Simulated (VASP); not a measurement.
## Bi: single point with PBEsol

Bi:

```
CELL_PARAMETERS angstrom
-1.95637 1.95637 1.95637
1.95637 -1.95637 1.95637
1.95637 1.95637 -1.95637
ATOMIC_POSITIONS crystal
Bi 0.00000 0.00000 0.00000
```

This isn't the form of Bi at room conditions, which is rhombohedral.

The cell isn't the ideal one: relaxed again under DFT PBEsol, scalar-relativistic, plane waves, PAW.

```json
{"Program": "VASP 6.6.1", "Task": "single point", "Functional": "PBEsol", "Potentials or basis": "VASP PAW PBE potentials, release 64 (Bi_d)", "Cutoff": "520 eV", "k mesh": "16 × 16 × 16", "Occupations": "gaussian, width 0.1 eV", "Spin": "no spin polarisation"}
```

* Pressure: -0.1 GPa
* Band gap on the k mesh: none (metal or under the smearing width)

Levels at points of the mesh, in eV from the Fermi level:
```
           k point  band 5  band 6  band 7  band 8  band 9  band 10
(0.00, 0.00, 0.00)  -22.82  -13.79    5.41    5.41    5.41     9.62
(0.50, 0.00, 0.00)  -22.72  -10.52   -5.29    1.67    3.57     6.11
(0.50, 0.50, 0.50)  -22.75   -8.24   -1.88   -1.88   -1.88     3.50
```

It took 67 s on 1 thread of Intel(R) Xeon(R) Platinum 8259CL CPU @ 2.50GHz (Skylake/Cascade Lake), on a shared host, peak memory 0.19 GiB.

Caveat: the PAW data sets were made with another functional, which shifts forces and pressure a little; spin-orbit coupling is left out, which moves the levels of the heavy elements.
